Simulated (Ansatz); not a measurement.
# ZnO (zincite) (P6_3mc) in Ansatz: reference runs

Aim: a first look at ZnO (zincite) with PBE, on the cell as given.

All numbers are computed with Ansatz 0.2.0; they aren't measurements. Logs are shortened: lines on timing, memory, paths and dates and some standing lists are left out, and cuts for length are marked.

**The experiment to reproduce.**

From “Electronic structure of alkaline earth and post-transition metal oxides”, 2009, arxiv:0908.1581, for a bulk crystal of ZnO: band gap 3.37 eV.

The runs below are set against these values where they give the same quantity.

### 1 Starting point

It takes space group P6_3mc (No. 186, hexagonal). Conventional cell: a = 3.249 Å, b = 3.249 Å, c = 5.206 Å, α = 90.00°, β = 90.00°, γ = 120.00°. Zn (site symmetry 3m) has 4 O at 1.97 to 1.98 Å as nearest neighbours. O (site symmetry 3m) is surrounded by 4 Zn at 1.97 to 1.98 Å.

### 2 Single point, PBE

Contents of input.yaml:

```yaml
crystal:
  lattice:
    - [3.249308, 0.0, 0.0]
    - [-1.624654, 2.8139832727, 0.0]
    - [0.0, 0.0, 5.205709]
  atoms:
    - { symbol: Zn, position: [0.6666666667, 0.3333333333, 0.0] }
    - { symbol: Zn, position: [0.3333333333, 0.6666666667, 0.5] }
    - { symbol: O, position: [0.3333333333, 0.6666666667, 0.87901] }
    - { symbol: O, position: [0.6666666667, 0.3333333333, 0.37901] }
kpoints:
  mp_grid: { grid: [9, 9, 5] }
scf:
  occupations: { method: fermi_dirac, width: 0.05 }
hamiltonian:
  xc: pbe
  pseudopotentials: { kind: all_electron, lapw: { basis_error: 0.001 } }
output:
  forces: true
  stress: true
  eigenvalues: true
  populations: true
```

Potentials or basis: all-electron LAPW, scalar-relativistic.

Run with:

```
> ansatz run input.yaml --threads 2 --pin off --max-ram 6144MiB --backend cpu --events-out ev --progress --plain --runs-dir out
```

Standard output:

```text
Warning: RAYON_NUM_THREADS=2 ignored (pool sized by the plan → 2); use --threads N
Zn: projections on atomic orbitals take those of the free atom 1s2 2s2 2p6 3s2 3p6 3d10 4s2, of charge +0.00 (hamiltonian.pseudopotentials.projection_atoms)
O: projections on atomic orbitals take those of the free atom 1s2 2s2 2p4, of charge +0.00 (hamiltonian.pseudopotentials.projection_atoms)
LAPW: plane waves up to 10.615 Å⁻¹, error target 1.0e-3 eV per atom; small_component_spin mean_spin; O in spheres of 0.886 Å, 8 of its electrons in bands, Dirac shells []; Zn in spheres of 1.087 Å, 20 of its electrons in bands, Dirac shells [] (how accurate: hamiltonian.pseudopotentials.lapw.basis_error, Limitations)
Engine: ansatz 0.2.0, aarch64-unknown-linux-gnu
Pseudopotentials: kind: all_electron
Pseudopotential: Zn, LAPW, valence charge 20, lapw/all_electron/scalar/gaussian/Zn, Koelling and Harmon's equation, gaussian nucleus
Pseudopotential: O, LAPW, valence charge 8, lapw/all_electron/scalar/gaussian/O, Koelling and Harmon's equation, gaussian nucleus
Functional definition: PBE
  parameter kappa = 0.804
  parameter beta = 0.06672455060314922
  exchange = pbe_x(kappa = kappa, mu = beta*pi^2/3)
  correlation = pbe_c(beta = beta)
Crystal: 4 atoms, lattice volume = 47.598 Å³
Basis set: ecut = 429.2736246278916 eV, 977 PW (Γ), exchange–correlation at level 2
Bands: 34, of which v1, the nominal top of the filled ones, is band 28 counted from 1 (27 counted from 0)
Symmetry: 12 space group operations
Space group: P63mc (ITA 186), of the structure as read, at distance tolerance 3.6e-5 Å
k-points: 36 of 405 (time reversal used)
Non-local potential: Zn, projectors of the file, none
Non-local potential: O, projectors of the file, none
Initial density: superposition of atomic densities (chi_scale 0.1, normalization cell, long waves kept (reshape's long-wave potential 0.00 eV rms))
Initial wavefunctions: plane waves of lowest kinetic energy (no species holds an atomic orbital)
Functional: x = pbe(κ = 0.804, μ = 0.2195149727645171), c = pbe(β = 0.06672455060314922)
iter 1 solved again at ethr=1.30e-2 eV; its pass at ethr=1.00e-1 eV (dr2=7.27e0 eV) is discarded
SCF iter   1: F=—  HF=-101846.755514 eV  |F-HF|=—  |Δ(HF+E_count)|=         —  Δρ=1.12e-1  dr2=7.27e0  ethr=1.30e-2  ⟨swp⟩=2.0  Hψ=7708  notcnv=0
preconditioner: auto → Resta (q_TF=auto, 2.803 Å⁻¹)  ε∞=6.2  [insulator: Δε(μ)=1.643 eV  Ē_g=14.110 eV  σ=0.050 eV  W_gap=1.00  n_scr=22 (ndim 8)  ℏωp=32.3 eV  f_vac=0.040  D(μ)=0.00/eV (n_scr^D=0)  ε∞_Penn≈6.2]
iter 2 solved again at ethr=3.05e-4 eV; its pass at ethr=1.30e-2 eV (dr2=1.71e-1 eV) is discarded
SCF iter   2: F=—  HF=-101843.745788 eV  |F-HF|=—  |Δ(HF+E_count)|=    3.01e0  Δρ=2.27e-2  dr2=1.70e-1  ethr=3.05e-4  ⟨swp⟩=2.0  Hψ=6476  notcnv=0
SCF iter   3: F=—  HF=-101843.610817 eV  |F-HF|=—  |Δ(HF+E_count)|=   1.35e-1  Δρ=2.62e-2  dr2=4.52e-1  ethr=3.04e-4  ⟨swp⟩=3.0  Hψ=3854  notcnv=0
SCF iter   4: F=—  HF=-101843.659867 eV  |F-HF|=—  |Δ(HF+E_count)|=         —  Δρ=7.77e-3  dr2=3.63e-2  ethr=3.04e-4  ⟨swp⟩=2.9  Hψ=3812  notcnv=0
the basis was enlarged: its passes take 375.0 KiB over the memory plan, 2 of 2 planned eigensolver slots
SCF iter   5: F=—  HF=-101843.551006 eV  |F-HF|=—  |Δ(HF+E_count)|=   1.09e-1  Δρ=4.01e-3  dr2=4.94e-3  ethr=6.47e-5  ⟨swp⟩=3.0  Hψ=3844  notcnv=0
SCF iter   6: F=—  HF=-101843.544932 eV  |F-HF|=—  |Δ(HF+E_count)|=   6.07e-3  Δρ=7.61e-4  dr2=3.84e-4  ethr=8.82e-6  ⟨swp⟩=3.0  Hψ=3875  notcnv=0
SCF iter   7: F=—  HF=-101843.545389 eV  |F-HF|=—  |Δ(HF+E_count)|=   4.56e-4  Δρ=1.87e-4  dr2=2.20e-5  ethr=6.86e-7  ⟨swp⟩=3.0  Hψ=3788  notcnv=0
SCF iter   8: F=—  HF=-101843.545415 eV  |F-HF|=—  |Δ(HF+E_count)|=   2.61e-5  Δρ=5.37e-5  dr2=1.78e-6  ethr=3.93e-8  ⟨swp⟩=3.0  Hψ=3900  notcnv=0
SCF iter   9: F=-101843.545415 eV  HF=-101843.545415 eV  |F-HF|=3.48e-8  |Δ(HF+E_count)|=   3.64e-8  Δρ=1.15e-5  dr2=7.03e-8  ethr=3.17e-9  ⟨swp⟩=3.0  Hψ=3706  notcnv=0
SCF 1 converged in 9 iterations: F = -101843.545415 eV  dr2 = 7.03e-8
SCF converged after 9 iterations
Free energy (F): -101843.545415 eV
Harris-Foulkes:  -101843.545415 eV  (|F-HF|=3.48e-8)
Internal energy: -101843.545412 eV  (E = F + TS)
E sigma→0 (E₀):  -101843.545413 eV
Entropy (-TS):   -0.000003 eV (-0.001 meV/atom)
Fermi energy:    9.512325 eV
--- Per-component energies (eV) ---
  E_band       = -3131.581471
  E_kinetic    = 103639.050272
  E_xc         = -4368.619877
  E_electrostatic = -201113.975807  (all electrons and nuclei)
  E_smearing   = -0.000003  (= −TS)
  E_closure    = 0.000000  (closes the sum)
  E_atoms      = -101825.636818  (free atoms, spherical and without spin; not in F)
  Σ components = -101843.545415   (vs F -101843.545415, Δ=0.00e0)
  Basis errors (estimates in eV, not in F): energy 4.4e-4 per atom: plane waves 4.0e-4 (2.4e-4 summed), levels above the bands 7.6e-100, relativity 1.7e-7, radial functions 4.5e-5, core shells 1.5e-9; eigenvalues (radial functions only) 3.5e-6; not estimated: angular momenta, meshes, grids; target (lapw.basis_error) 1.0e-3; muffin-tin radii O 0.886 Å, Zn 1.087 Å
--- Forces (eV/Å), atoms counted from 1 ---
  atom   1  Zn     0.00000000    -0.00000000    -0.06959001
  atom   2  Zn     0.00000000     0.00000000    -0.06959001
  atom   3  O      0.00000000     0.00000000     0.06957361
  atom   4  O     -0.00000000    -0.00000000     0.06957361
  max |Σ_I F_I| component: 3.28e-5 eV/Å
--- Stress (GPa, compression-positive) ---
        4.252880       0.000000       0.000000
       -0.000000       4.252880       0.000000
        0.000000       0.000000       5.947990
  P = ⅓ Tr σ = 4.8179 GPa (48.179 kbar)
--- Band table (eV; the first three rows and the last of 36) ---
  k-point 0: bands = ["-495.8222", "-495.8222", "-114.3625", "-114.3623", "-68.5559", "-68.5527", "-68.5510", "-68.5510", "-68.5504", "-68.5504", "-8.9969", "-8.2649", "3.3614", "3.3614", "3.4003", "3.4642", "3.5582", "3.5582", "4.5224", "4.5224", "4.7359", "4.7359", "5.0065", "8.2541", "8.2541", "8.9905", "9.0615", "9.0615", "9.8823", "14.3061", "17.3415", "21.9457", "21.9457", "23.2028"]
  k-point 1: bands = ["-495.8222", "-495.8222", "-114.3624", "-114.3623", "-68.5556", "-68.5530", "-68.5509", "-68.5509", "-68.5504", "-68.5504", "-8.9304", "-8.3383", "3.2999", "3.3292", "3.3714", "3.3714", "3.5296", "3.5296", "4.5503", "4.5503", "4.7241", "4.7241", "5.4478", "8.2806", "8.3328", "8.3328", "8.9863", "8.9863", "10.7180", "13.9741", "17.6417", "21.9409", "21.9531", "21.9531"]
  k-point 2: bands = ["-495.8222", "-495.8222", "-114.3624", "-114.3623", "-68.5548", "-68.5538", "-68.5508", "-68.5508", "-68.5506", "-68.5506", "-8.7530", "-8.5269", "3.1503", "3.1926", "3.4059", "3.4059", "3.4657", "3.4657", "4.6164", "4.6164", "4.6834", "4.6834", "6.3440", "7.3217", "8.5375", "8.5375", "8.7873", "8.7873", "11.9440", "13.1077", "18.5342", "20.0236", "22.0771", "22.0771"]
  k-point 35: bands = ["-495.8222", "-495.8222", "-114.3623", "-114.3623", "-68.5545", "-68.5545", "-68.5522", "-68.5519", "-68.5519", "-68.5519", "-8.1382", "-8.1382", "3.3658", "3.3658", "3.4825", "3.6862", "4.1231", "4.1231", "4.5144", "4.5511", "5.0216", "5.0216", "5.3801", "5.3801", "6.0859", "6.6858", "7.7771", "7.7771", "17.0182", "17.0356", "17.0356", "17.1428", "18.1023", "18.1023"]
--- Löwdin populations: 4 sites ---
  site symbol       q [e]
     0     Zn     28.5811
     1     Zn     28.5811
     2      O      9.2327
     3      O      9.2327
  spilling = 0.004901 (of n_electrons = 76.000000)
```

It took 33 s on 2 threads of Arm Neoverse V1, shared host; peak memory 0.43 GiB.

Results:

```
Free energy            : -101843.5454 eV
Pressure               : 4.8 GPa
Largest force          : 0.070 eV/Å
Band gap on the k mesh : 0.82 eV, direct
Loewdin charges        : Zn +1.42; O -1.23 e
```

Forces on the atoms (eV/Å):
```
Zn   0.000  0.000 -0.070
Zn   0.000  0.000 -0.070
O    0.000  0.000  0.070
O    0.000  0.000  0.070
```

Stress tensor (GPa, compression positive):
```
4.25 0.00 0.00
0.00 4.25 0.00
0.00 0.00 5.95
```

Levels at points of the mesh, in eV from the valence-band top:
```tsv
k point	band 26	band 27	band 28	band 29	band 30	band 31
(0.00, 0.00, 0.00)	-0.07	0.00	0.00	0.82	5.24	8.28
```

Caveat: the atomic charges don't sum to the cell's charge.

### 3 Equation of state, PBE

Potentials or basis: all-electron LAPW, scalar-relativistic.

This step only gathers the single runs of the series.

What came out:

| Property | Result |
| --- | --- |
| Equilibrium volume | 12.32 Å³/atom |
| Bulk modulus at fixed shape and positions | 129 GPa |
| Pressure derivative of the bulk modulus | 4.4 |

Energy against volume, from the lowest point:
| volume (Å³/atom) | energy (meV/atom) |
| --- | --- |
| 11.186 | 49.83 |
| 11.424 | 29.89 |
| 11.662 | 15.46 |
| 11.900 | 6.00 |
| 12.138 | 0.99 |
| 12.376 | 0.00 |
| 12.614 | 2.63 |

Caveat: the cell was scaled at fixed shape and fractional positions, which overstates the stiffness of a crystal with free parameters, most of all of layers and chains.

### 4 How close it comes

Step 2. Against the measured gap of ZnO, 3.37 eV (quoted in “Electronic structure of alkaline earth and post-transition metal oxides”, 2009, arxiv:0908.1581), the calculated 0.82 eV is off by -2.55 eV. So large a miss can be the level of theory's own, or it may mean another phase, state or a wrong row. The value is that of PBE, without temperature or zero-point motion. Semilocal functionals fall short of measured gaps as a rule.
